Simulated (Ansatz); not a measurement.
KBr, 2 atoms in the cell. The structure is cubic, space group Fm-3m (No. 225). The conventional cell has a = 6.600 Å, b = 6.600 Å, c = 6.600 Å, α = 90.00°, β = 90.00°, γ = 90.00°. Br (site symmetry m-3m) is surrounded by 6 K at 3.30 Å. Around K (site symmetry m-3m) lie 6 Br at 3.30 Å. 

* Program: Ansatz 0.2.0
* Task: band structure
* Functional: r2SCAN-EpsX
* Potentials or basis: Ansatz PAW
* Cutoff: 500 eV (not typed: the program's choice for these potentials)
* k mesh: 4 × 4 × 4
* Occupations: fermi-dirac, width 0.05 eV
* Spin: no spin polarisation
* Path: [["G", "X", "W", "K", "G", "L", "U", "W", "L", "K"], ["U", "X"]]
* Points for each segment of the path: 4

Potentials or basis: Ansatz PAW.

The run is started by

```bash
$ ansatz run input.yaml --threads 2 --pin off --max-ram 5632MiB --backend cpu --events-out ev --progress --plain --runs-dir out
```

Hardware: 2 threads of Intel(R) Xeon(R) CPU @ 2.80GHz (Skylake/Cascade Lake) (shared host).

Task: Estimate the wall time of this run.

Result: Run time: 2.1 min on 2 threads of Intel(R) Xeon(R) CPU @ 2.80GHz (Skylake/Cascade Lake), on a shared host, peak memory 1.1 GiB. Counts: scf iterations 14, plane waves 1837, k points 8, bands 14.
